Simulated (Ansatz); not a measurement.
# TiSe2 (P-3m1): equation of state

An exercise on one series of results from a longer session: the logs are not shown, and one member is left open.

A COD entry behind a cell of this session may itself be a prediction, so a difference from it is no test against experiment.

Computed with Ansatz 0.2.0 (DFT LDA, scalar-relativistic, plane waves, PAW, unless a step's input says otherwise).

**The structure to begin with**

It takes space group P-3m1 (No. 164, trigonal). The conventional cell has a = 3.439 Å, b = 3.439 Å, c = 5.799 Å, α = 90.00°, β = 90.00°, γ = 120.00°. Ti (site symmetry -3m) is surrounded by 6 Se at 2.51 Å. Se (site symmetry 3m) is surrounded by 3 Ti at 2.51 Å.

Coordinates:

```cif
data_structure
_symmetry_space_group_name_H-M 'P 1'
_symmetry_Int_Tables_number 1
_cell_length_a 3.4386
_cell_length_b 3.4386
_cell_length_c 5.7992
_cell_angle_alpha 90.000
_cell_angle_beta 90.000
_cell_angle_gamma 120.000
_cell_volume 59.38
loop_
_atom_site_label
_atom_site_type_symbol
_atom_site_fract_x
_atom_site_fract_y
_atom_site_fract_z
_atom_site_occupancy
Ti1 Ti 0.00000 0.00000 0.00000 1
Se1 Se 0.33333 0.66667 0.26520 1
Se2 Se 0.66667 0.33333 0.73480 1
```

An earlier run at LDA left this cell at 19.794 Å³/atom and -0.01 GPa (12×12×6 mesh).

Volume factors to run: 0.980, 1.020, 0.960, 1.040.

Set-up of the first run:

File input.yaml:

```yaml
crystal:
  lattice:
    - [3.415511887, 0.0, 0.0]
    - [-1.7077559435, 2.9579200611, 0.0]
    - [0.0, 0.0, 5.7603230533]
  atoms:
    - { symbol: Ti, position: [0.0, 0.0, 0.0] }
    - { symbol: Se, position: [0.3333333333, 0.6666666667, 0.2652047852] }
    - { symbol: Se, position: [0.6666666667, 0.3333333333, 0.7347952148] }
basis:
  ecutwfc: 420
  ecutrho_ratio: 4
kpoints:
  mp_grid: { grid: [12, 12, 6] }
hamiltonian:
  xc: lda
scf:
  occupations: { method: gaussian, width: 0.05 }
output:
  forces: true
  stress: true
  eigenvalues: true
relax:
  f_tol: 0.01
  max_steps: 40
  cell: { stress_tol: 0.1, fix: [volume] }
```

On the command line:

```console
$ ansatz run input.yaml --threads 4 --pin off --max-ram 10240MiB --backend cpu --events-out ev --progress --plain --runs-dir out
```

Among the steps run: Volume × 0.980; Volume × 1.020; Volume × 0.960; Scaling the volume by 1.040.

One of the session's tables, all rows but one given; the rest of the session is left out.

It belongs to the step «Energy and pressure against volume». 

```
volume (Å³/atom)  energy (meV/atom)  pressure (GPa)
          19.003               5.14            2.22
          19.398                  ?               ?
          19.794               0.00           -0.01
          20.190               1.07           -0.84
          20.586               3.94           -1.49
```

Q: Estimate the row for volume (Å³/atom) = 19.398 from the others.

Worked estimate for «energy (meV/atom)». A straight line through the neighbours (19.003, 5.14) and (19.794, 0.00) gives 5.14 + (0.00 − 5.14) × (19.398 − 19.003) / (19.794 − 19.003) = 2.57; a parabola fitted to 3 rows on both sides gives 1.36.

As computed: energy (meV/atom): 1.20; pressure (GPa): 1.00. In «energy (meV/atom)» the line misses by +1.37 and the parabola by +0.16.
